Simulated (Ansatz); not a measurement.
# TiAl (P-6m2) in Ansatz: further runs

The runs below take TiAl through relaxation of cell and atoms, with BLYP, r2SCAN.

Program: Ansatz 0.2.0. These are calculated values, not measurements. Logs are shortened: lines on timing, memory, paths and dates and some standing lists are left out, and cuts for length are marked.

**1. The structure**

Symmetry: P-6m2, No. 187, hexagonal system. Conventional cell: a = 2.867 Å, b = 2.867 Å, c = 4.678 Å, α = 90.00°, β = 90.00°, γ = 120.00°. Ti (site symmetry -6m2) is surrounded by 6 Al at 2.87 Å and 6 Ti at 2.87 Å. Al (site symmetry -6m2) is surrounded by 6 Ti at 2.87 Å and 6 Al at 2.87 Å.

The cell comes from a database or a generator and needn't be the stable form of this composition.

**2. Relaxation of cell and atoms, BLYP**

Input file input.yaml:

```yaml
crystal:
  lattice:
    - [2.8672622327, 0.0, 0.0]
    - [-1.4336311163, 2.4831219328, 0.0]
    - [0.0, 0.0, 4.678083]
  atoms:
    - { symbol: Ti, position: [0.0, 0.0, 0.0] }
    - { symbol: Al, position: [0.3333333333, 0.6666666667, 0.5] }
hamiltonian:
  xc: blyp
  pseudopotentials: { kind: paw }
kpoints:
  mp_grid: { grid: [11, 11, 6] }
scf:
  occupations: { method: fermi_dirac, width: 0.05 }
output:
  forces: true
  stress: true
  eigenvalues: true
relax:
  f_tol: 0.01
  max_steps: 40
  cell: { stress_tol: 0.05 }
```

Potentials or basis: Ansatz PAW.

Started as:

```console
$ ansatz run input.yaml --threads 2 --pin off --max-ram 5632MiB --backend cpu --events-out ev --progress --plain --runs-dir out
```

Output:

```text
Warning: RAYON_NUM_THREADS=2 ignored (pool sized by the plan → 2); use --threads N
Engine: ansatz 0.2.0, aarch64-unknown-linux-gnu
Pseudopotentials: kind: paw
Pseudopotential: Ti, paw, valence charge 12, recommended cutoff 420 eV (normal), Ti.paw.azcp
Pseudopotential: Al, paw, valence charge 3, recommended cutoff 420 eV (normal), Al.paw.azcp
Functional definition: BLYP
  parameter beta = 0.0042
  parameter a = 0.04918
  parameter b = 0.132
  parameter c = 0.2533
  parameter d = 0.349
  exchange = b88_x(beta = beta)
  correlation = lyp_c(a = a, b = b, c = c, d = d)
Crystal: 2 atoms, lattice volume = 33.307 Å³
Basis set: ecut = 420 eV, 663 PW (Γ), exchange–correlation on 40×40×64 points (8 copies of the dense FFT grid, shifted against one another)
Bands: 12, of which v1, the nominal top of the filled ones, is band 8 counted from 1 (7 counted from 0)
Symmetry: 12 space group operations
Space group: P-6m2 (ITA 187), of the structure as read, at distance tolerance 3.2e-5 Å
k-points: 64 of 726 (time reversal used)
Non-local potential: Ti, projectors of the file, l = 0: 3, l = 1: 2, l = 2: 3, l = 3: 1
Non-local potential: Al, projectors of the file, l = 0: 2, l = 1: 2, l = 2: 1
PAW form: soft (Blöchl's): semilocal exchange-correlation on the pseudo side does not see the compensation charge
PAW frozen core: Ti, regenerated for the run's functional, and the local potential with it (the file was generated under x = pbe(κ = 0.804, μ = 0.2195149727645171), c = pbe(β = 0.06672455060314922))
PAW frozen core: Al, regenerated for the run's functional, and the local potential with it (the file was generated under x = pbe(κ = 0.804, μ = 0.2195149727645171), c = pbe(β = 0.06672455060314922))
PAW one-centre angular grid: Ti, 590 points (default); XC on 64 Gauss nodes
PAW one-centre angular grid: Al, 110 points (default); XC on 64 Gauss nodes
Initial density: superposition of atomic densities (neutral atoms: chi_scale 0, normalization atom), corrected by the library's trained network
Initial wavefunctions: pseudopotential atomic-orbital guess
Functional: x = b88, c = lyp
SCF iter   1: F=—  HF=-3046.895422 eV  |F-HF|=—  |Δ(HF+E_count)|=         —  Δρ=8.20e-3  dr2=2.38e-2  ethr=1.77e-3  ⟨swp⟩=5.1  Hψ=3956  notcnv=0
preconditioner: auto → none  [metal: Δε(μ)=0.006 eV  Ē_g=4.972 eV  σ=0.050 eV  W_gap=0.03  n_scr=2 (ndim 8)  ℏωp=17.0 eV  f_vac=0.000  D(μ)=2.67/eV (n_scr^D=34)  sad-step TF]
SCF iter   2: F=—  HF=-3046.890878 eV  |F-HF|=—  |Δ(HF+E_count)|=   4.54e-3  Δρ=4.35e-3  dr2=7.68e-3  ethr=1.59e-4  ⟨swp⟩=2.0  Hψ=1547  notcnv=0
SCF iter   3: F=—  HF=-3046.889331 eV  |F-HF|=—  |Δ(HF+E_count)|=   1.55e-3  Δρ=6.06e-4  dr2=2.63e-4  ethr=5.12e-5  ⟨swp⟩=2.3  Hψ=1335  notcnv=0
SCF iter   4: F=—  HF=-3046.889331 eV  |F-HF|=—  |Δ(HF+E_count)|=   3.67e-7  Δρ=2.71e-4  dr2=4.49e-5  ethr=1.75e-6  ⟨swp⟩=2.1  Hψ=996  notcnv=0
SCF iter   5: F=—  HF=-3046.889350 eV  |F-HF|=—  |Δ(HF+E_count)|=   1.91e-5  Δρ=4.63e-5  dr2=1.05e-6  ethr=2.99e-7  ⟨swp⟩=2.5  Hψ=1077  notcnv=0
SCF iter   6: F=-3046.889351 eV  HF=-3046.889351 eV  |F-HF|=1.16e-8  |Δ(HF+E_count)|=   3.64e-7  Δρ=1.20e-5  dr2=4.24e-8  ethr=6.67e-10  ⟨swp⟩=5.0  Hψ=3337  notcnv=0
SCF 1 converged in 6 iterations: F = -3046.889351 eV  dr2 = 4.24e-8
relax step   1: F+E_penalty+E_count = -3046.88935070 eV  Δ(F+E_penalty+E_count) = +0.000e0 eV  max|allowed force component| = 1.597e-17 eV/Å  Δτ_max = 0.0000 Å  P = +3.140 GPa  Ω = 33.307 Å³  (6 SCF iters, dr2 threshold 1.00e-7 eV, accepted)
Crystal: 2 atoms, lattice volume = 35.014 Å³
Basis set: ecut = 420 eV, 687 PW (Γ), exchange–correlation on 40×40×64 points (8 copies of the dense FFT grid, shifted against one another)
Initial density: handed on by an earlier stage of this run
Initial wavefunctions: those handed on with the density
iter 1 solved again at ethr=3.54e-5 eV; its pass at ethr=3.10e-3 eV (dr2=5.31e-3 eV) is discarded
SCF iter   1: F=—  HF=-3046.898369 eV  |F-HF|=—  |Δ(HF+E_count)|=         —  Δρ=2.19e-3  dr2=5.30e-3  ethr=3.54e-5  ⟨swp⟩=1.0  Hψ=5362  notcnv=0
preconditioner: auto → none  [metal: Δε(μ)=0.022 eV  Ē_g=4.809 eV  σ=0.050 eV  W_gap=0.11  n_scr=2 (ndim 8)  ℏωp=16.6 eV  f_vac=0.000  D(μ)=3.03/eV (n_scr^D=34)]
SCF iter   2: F=—  HF=-3046.897276 eV  |F-HF|=—  |Δ(HF+E_count)|=   1.09e-3  Δρ=1.01e-3  dr2=2.93e-4  ethr=3.54e-5  ⟨swp⟩=1.8  Hψ=888  notcnv=0
SCF iter   3: F=—  HF=-3046.897218 eV  |F-HF|=—  |Δ(HF+E_count)|=   5.81e-5  Δρ=3.20e-4  dr2=3.90e-5  ethr=1.95e-6  ⟨swp⟩=2.1  Hψ=931  notcnv=0
SCF iter   4: F=—  HF=-3046.897247 eV  |F-HF|=—  |Δ(HF+E_count)|=   2.97e-5  Δρ=4.15e-5  dr2=6.54e-7  ethr=2.60e-7  ⟨swp⟩=2.1  Hψ=909  notcnv=0
iter 5 did not close the SCF: its close was put off for the readings that it lacked (scf_convergence_deferred on its scf_iter line)
SCF iter   5: F=-3046.897248 eV  HF=-3046.897248 eV  |F-HF|=1.28e-8  |Δ(HF+E_count)|=   4.21e-7  Δρ=7.02e-6  dr2=9.24e-9  ethr=4.36e-9  ⟨swp⟩=2.0  Hψ=994  notcnv=0
SCF iter   6: F=-3046.897248 eV  HF=-3046.897248 eV  |F-HF|=2.27e-10  |Δ(HF+E_count)|=   1.58e-8  Δρ=1.63e-6  dr2=4.96e-10  ethr=6.16e-11  ⟨swp⟩=1.7  Hψ=2304  notcnv=0
SCF 2 converged in 6 iterations: F = -3046.897248 eV  dr2 = 4.96e-10
relax step   2: F+E_penalty+E_count = -3046.89724763 eV  Δ(F+E_penalty+E_count) = -7.897e-3 eV  max|allowed force component| = 4.351e-17 eV/Å  Δτ_max = 0.0000 Å  P = -1.647 GPa  Ω = 35.014 Å³  energy of the carried Pulay correction = -5.431e-4 eV  (6 SCF iters, dr2 threshold 2.00e-7 eV, accepted)
Crystal: 2 atoms, lattice volume = 34.447 Å³
iter 1 solved again at ethr=1.93e-6 eV; its pass at ethr=3.10e-3 eV (dr2=2.89e-4 eV) is discarded
SCF iter   1: F=—  HF=-3046.900858 eV  |F-HF|=—  |Δ(HF+E_count)|=         —  Δρ=5.73e-4  dr2=3.00e-4  ethr=1.93e-6  ⟨swp⟩=1.6  Hψ=4952  notcnv=0
preconditioner: auto → none  [metal: Δε(μ)=0.026 eV  Ē_g=4.864 eV  σ=0.050 eV  W_gap=0.13  n_scr=2 (ndim 8)  ℏωp=16.7 eV  f_vac=0.000  D(μ)=3.04/eV (n_scr^D=34)]
SCF iter   2: F=—  HF=-3046.900776 eV  |F-HF|=—  |Δ(HF+E_count)|=   8.20e-5  Δρ=2.68e-4  dr2=2.10e-5  ethr=1.93e-6  ⟨swp⟩=2.1  Hψ=942  notcnv=0
SCF iter   3: F=—  HF=-3046.900803 eV  |F-HF|=—  |Δ(HF+E_count)|=   2.62e-5  Δρ=8.36e-5  dr2=2.53e-6  ethr=1.40e-7  ⟨swp⟩=1.8  Hψ=938  notcnv=0
iter 4 did not close the SCF: its close was put off for the readings that it lacked (scf_convergence_deferred on its scf_iter line)
SCF iter   4: F=-3046.900802 eV  HF=-3046.900802 eV  |F-HF|=5.91e-9  |Δ(HF+E_count)|=   5.74e-7  Δρ=1.14e-5  dr2=4.84e-8  ethr=1.69e-8  ⟨swp⟩=2.0  Hψ=939  notcnv=0
iter 5 did not close the SCF: its close was put off for the readings that it lacked (scf_convergence_deferred on its scf_iter line)
SCF iter   5: F=-3046.900802 eV  HF=-3046.900802 eV  |F-HF|=1.15e-9  |Δ(HF+E_count)|=   2.41e-8  Δρ=2.10e-6  dr2=1.07e-9  ethr=3.22e-10  ⟨swp⟩=2.0  Hψ=983  notcnv=0
SCF iter   6: F=-3046.900802 eV  HF=-3046.900802 eV  |F-HF|=1.73e-11  |Δ(HF+E_count)|=   1.45e-9  Δρ=4.23e-7  dr2=5.00e-11  ethr=7.12e-12  ⟨swp⟩=1.0  Hψ=2019  notcnv=0
[... 11 lines left out ...]
iter 5 did not close the SCF: its close was put off for the readings that it lacked (scf_convergence_deferred on its scf_iter line)
SCF iter   5: F=-3046.900894 eV  HF=-3046.900894 eV  |F-HF|=7.09e-11  |Δ(HF+E_count)|=  6.10e-10  Δρ=7.70e-7  dr2=1.64e-10  ethr=2.03e-11  ⟨swp⟩=2.9  Hψ=1288  notcnv=0
SCF iter   6: F=-3046.900894 eV  HF=-3046.900894 eV  |F-HF|=2.27e-12  |Δ(HF+E_count)|=  1.31e-10  Δρ=1.14e-7  dr2=3.10e-12  ethr=1.09e-12  ⟨swp⟩=1.0  Hψ=2019  notcnv=0
SCF 4 converged in 6 iterations: F = -3046.900894 eV  dr2 = 3.10e-12
relax step   4: F+E_penalty+E_count = -3046.90089449 eV  Δ(F+E_penalty+E_count) = -9.254e-5 eV  max|allowed force component| = 2.776e-17 eV/Å  Δτ_max = 0.0000 Å  P = +0.016 GPa  Ω = 34.409 Å³  energy of the carried Pulay correction = -3.553e-4 eV  (6 SCF iters, dr2 threshold 2.00e-7 eV, accepted)
Crystal: 2 atoms, lattice volume = 34.419 Å³
iter 1 solved again at ethr=1.55e-8 eV; its pass at ethr=3.10e-3 eV (dr2=2.33e-6 eV) is discarded
SCF iter   1: F=—  HF=-3046.900867 eV  |F-HF|=—  |Δ(HF+E_count)|=         —  Δρ=7.18e-5  dr2=2.86e-6  ethr=1.55e-8  ⟨swp⟩=2.0  Hψ=4742  notcnv=0
preconditioner: auto → none  [metal: Δε(μ)=0.016 eV  Ē_g=4.868 eV  σ=0.050 eV  W_gap=0.08  n_scr=2 (ndim 8)  ℏωp=16.7 eV  f_vac=0.000  D(μ)=3.05/eV (n_scr^D=34)]
SCF iter   2: F=—  HF=-3046.900899 eV  |F-HF|=—  |Δ(HF+E_count)|=   3.19e-5  Δρ=3.12e-5  dr2=2.76e-7  ethr=1.55e-8  ⟨swp⟩=1.6  Hψ=853  notcnv=0
SCF iter   3: F=—  HF=-3046.900899 eV  |F-HF|=—  |Δ(HF+E_count)|=   1.36e-8  Δρ=7.96e-6  dr2=2.51e-8  ethr=1.84e-9  ⟨swp⟩=2.5  Hψ=966  notcnv=0
iter 4 did not close the SCF: its close was put off for the readings that it lacked (scf_convergence_deferred on its scf_iter line)
SCF iter   4: F=-3046.900899 eV  HF=-3046.900899 eV  |F-HF|=8.18e-10  |Δ(HF+E_count)|=   3.74e-9  Δρ=2.16e-6  dr2=8.81e-10  ethr=1.67e-10  ⟨swp⟩=2.4  Hψ=1014  notcnv=0
iter 5 did not close the SCF: its close was put off for the readings that it lacked (scf_convergence_deferred on its scf_iter line)
SCF iter   5: F=-3046.900899 eV  HF=-3046.900899 eV  |F-HF|=2.82e-11  |Δ(HF+E_count)|=  9.65e-10  Δρ=3.73e-7  dr2=2.96e-11  ethr=5.87e-12  ⟨swp⟩=2.2  Hψ=1067  notcnv=0
SCF iter   6: F=-3046.900899 eV  HF=-3046.900899 eV  |F-HF|=0.00e0  |Δ(HF+E_count)|=  3.73e-11  Δρ=3.69e-8  dr2=4.27e-13  ethr=1.00e-12  ⟨swp⟩=1.5  Hψ=2128  notcnv=0
SCF 5 converged in 6 iterations: F = -3046.900899 eV  dr2 = 4.27e-13
relax step   5: F+E_penalty+E_count = -3046.90089864 eV  Δ(F+E_penalty+E_count) = -4.145e-6 eV  max|allowed force component| = 2.486e-17 eV/Å  Δτ_max = 0.0000 Å  P = -0.000 GPa  Ω = 34.419 Å³  energy of the carried Pulay correction = -3.586e-4 eV  (6 SCF iters, dr2 threshold 6.41e-9 eV, accepted)
Initial wavefunctions: pseudopotential atomic-orbital guess (no wavefunctions were taken with the density)
iter 1 solved again at ethr=1.30e-8 eV; its pass at ethr=3.10e-3 eV (dr2=1.96e-6 eV) is discarded
SCF iter   1: F=—  HF=-3046.901218 eV  |F-HF|=—  |Δ(HF+E_count)|=         —  Δρ=1.16e-4  dr2=1.42e-7  ethr=1.30e-8  ⟨swp⟩=3.0  Hψ=6100  notcnv=0
SCF iter   2: F=—  HF=-3046.901316 eV  |F-HF|=—  |Δ(HF+E_count)|=   9.79e-5  Δρ=5.84e-5  dr2=3.65e-8  ethr=9.47e-10  ⟨swp⟩=2.0  Hψ=994  notcnv=0
SCF iter   3: F=—  HF=-3046.901338 eV  |F-HF|=—  |Δ(HF+E_count)|=   2.19e-5  Δρ=3.91e-6  dr2=5.29e-9  ethr=2.43e-10  ⟨swp⟩=2.0  Hψ=999  notcnv=0
SCF iter   4: F=—  HF=-3046.901338 eV  |F-HF|=—  |Δ(HF+E_count)|=   4.15e-8  Δρ=5.81e-7  dr2=2.48e-11  ethr=3.53e-11  ⟨swp⟩=2.2  Hψ=1039  notcnv=0
iter 5 did not close the SCF: its close was put off for the readings that it lacked (scf_convergence_deferred on its scf_iter line)
SCF iter   5: F=-3046.901338 eV  HF=-3046.901338 eV  |F-HF|=3.18e-11  |Δ(HF+E_count)|=  6.02e-10  Δρ=1.50e-7  dr2=2.23e-12  ethr=1.00e-12  ⟨swp⟩=2.0  Hψ=990  notcnv=0
SCF iter   6: F=-3046.901338 eV  HF=-3046.901338 eV  |F-HF|=3.18e-12  |Δ(HF+E_count)|=  3.23e-11  Δρ=3.30e-8  dr2=1.57e-13  ethr=1.00e-12  ⟨swp⟩=3.0  Hψ=2509  notcnv=0
SCF 6 converged in 6 iterations: F = -3046.901338 eV  dr2 = 1.57e-13
relax step   6: F+E_penalty+E_count = -3046.90133824 eV  Δ(F+E_penalty+E_count) = -4.396e-4 eV  max|allowed force component| = 3.094e-17 eV/Å  Δτ_max = 0.0000 Å  P = +0.021 GPa  Ω = 34.419 Å³  stress off target by 2.75e-2 GPa  SCF on the basis re-selected at this cell (its energy is not comparable with the rows above)  (6 SCF iters)
basis re-selected at this cell: Δ(F+E_penalty+E_count) = -4.396e-4 eV, ΔP = +0.021 GPa vs the last step (what re-selecting the basis moved, of the pressure what is left beyond the Pulay correction that the steps carried, after the strain that the cell walked since its last selection, with what the two solves' SCF thresholds leave and, on support functions, any second-order correction that the steps lacked; it is no measure of the basis error at this ecutwfc). This SCF's stress stands 2.75e-2 GPa from its target on what of the cell is left free (relax.cell.stress_tol is 5.00e-2 GPa) and its largest allowed force component is 3.09e-17 eV/Å (relax.f_tol is 1.00e-2 eV/Å): within both
SCF converged after 6 iterations
Free energy (F): -3046.901338 eV
Harris-Foulkes:  -3046.901338 eV  (|F-HF|=3.18e-12)
Internal energy: -3046.876654 eV  (E = F + TS)
E sigma→0 (E₀):  -3046.888996 eV
Entropy (-TS):   -0.024685 eV (-12.342 meV/atom)
Fermi energy:    10.477942 eV
--- Per-component energies (eV) ---
  E_band       = -169.199266
  E_kinetic    = 294.706640
  E_local      = -1167.744012  (includes V_loc(G=0)·N_el)
  E_nonlocal   = 19.615031
  E_hartree    = 502.617127
  E_xc         = -133.713599
  E_vxc        = -146.562448  (∫ρ·V_xc dr)
  E_paw        = -1528.001573  (= ΣΔE_a)
  E_vpaw       = -174.448854  (= ΣTr[D̂ρ^β])
  E_aug_tail   = 0.000110  (compensation charges beyond the density's cutoff)
  E_ewald      = -1034.385380
  E_core_change = 0.029001  (= ΣΔE_core)
  E_smearing   = -0.024685  (= −TS)
  E_closure    = -0.000000  (closes the sum)
  Σ components = -3046.901338   (vs F -3046.901338, Δ=0.00e0)
--- Forces (eV/Å), atoms counted from 1 ---
  atom   1  Ti    -0.00000000     0.00000000     0.00000000
  atom   2  Al     0.00000000    -0.00000000    -0.00000000
  max |Σ_I F_I| component: 4.92e-17 eV/Å
--- Stress (GPa, compression-positive) ---
        0.027489       0.000000       0.000000
        0.000000       0.027489       0.000000
        0.000000       0.000000       0.007321
  P = ⅓ Tr σ = 0.0208 GPa (0.208 kbar)
--- Band table (eV; the first three rows and the last of 64) ---
  k-point 0: bands = ["-45.9990", "-22.3927", "-22.0416", "-22.0416", "1.7938", "8.3113", "8.9021", "11.6311", "11.6311", "13.0373", "13.0373", "14.3443"]
  k-point 1: bands = ["-45.9990", "-22.3937", "-22.0416", "-22.0416", "1.9610", "7.2623", "9.5713", "11.6346", "11.6346", "13.0177", "13.0177", "14.9598"]
  k-point 2: bands = ["-45.9990", "-22.3957", "-22.0415", "-22.0415", "2.3809", "6.0300", "9.9965", "11.6417", "11.6417", "12.9790", "12.9790", "16.4173"]
  k-point 63: bands = ["-45.9105", "-22.4311", "-22.3342", "-22.3066", "8.0000", "8.7917", "9.7341", "10.1942", "10.5424", "11.6512", "13.6896", "14.7333"]
--- Relaxed structure (5 steps of the walk, 5 accepted, 1 SCFs on fresh bases) ---
  F+E_penalty+E_count = -3046.90133824 eV   max|allowed force component| = 3.094e-17 eV/Å   (the final SCF, on the basis selected at the relaxed cell)
  cell:  # Å, volume = 34.4189 Å³
    - [2.9139456144945015, -2.9337428116121476e-11, -8.986776287839991e-30]
    - [-1.4569728072218437, 2.523550927413164, 7.72986419987935e-19]
    - [-7.467341499630384e-34, 1.456269457720943e-18, 4.680618162215305]
  atoms:
    - { symbol: Ti, position: [1.2723315425360376e-52, -3.700743415524894e-17, -4.3484981000957394e-34] }
    - { symbol: Al, position: [0.3333333333333333, 0.6666666666666666, 0.49999999999999994] }
```

Wall time 7.3 s (2 threads of Arm Neoverse V2, shared host); peak memory 0.33 GiB.

Results:

```
Free energy                            : -3046.9013 eV
Relaxed volume                         : 17.21 Å³/atom
Relaxed cell                           : a = 2.914 Å, b = 2.914 Å, c = 4.681 Å, α = 90.00°, β = 90.00°, γ = 120.00°
Space group after relaxing (to 0.05 Å) : P-6m2 (No. 187)
Energy gained by relaxing              : 6.0 meV/atom
Ionic steps                            : 6
Pressure after relaxing                : 0.0 GPa
Band gap on the k mesh                 : none (metal or under the smearing width)
```

Step by step:
| step | energy change (eV) | largest force (eV/Å) | volume (Å³) |
| --- | --- | --- | --- |
| 1 | 0.0000 | 0.0000 | 33.31 |
| 2 | -0.0079 | 0.0000 | 35.01 |
| 3 | -0.0115 | 0.0000 | 34.45 |
| 4 | -0.0115 | 0.0000 | 34.41 |
| 5 | -0.0115 | 0.0000 | 34.42 |
| 6 | -0.0120 | 0.0000 | 34.42 |

Final structure:
```yaml
crystal:
  lattice:
    - [2.91395, 0.00000, 0.00000]
    - [-1.45697, 2.52355, 0.00000]
    - [0.00000, 0.00000, 4.68062]
  atoms:
    - { symbol: Ti, position: [0.00000, 0.00000, 0.00000] }
    - { symbol: Al, position: [0.33333, 0.66667, 0.50000] }
```

Caveat: the plane-wave basis is chosen anew once the cell has moved, so the energies of steps on either side of that aren't comparable; the PAW data sets come from PBE, with cores solved anew for the run's functional, which leaves a small shift of forces and pressure.

(Part 1 of 2 ends here.)
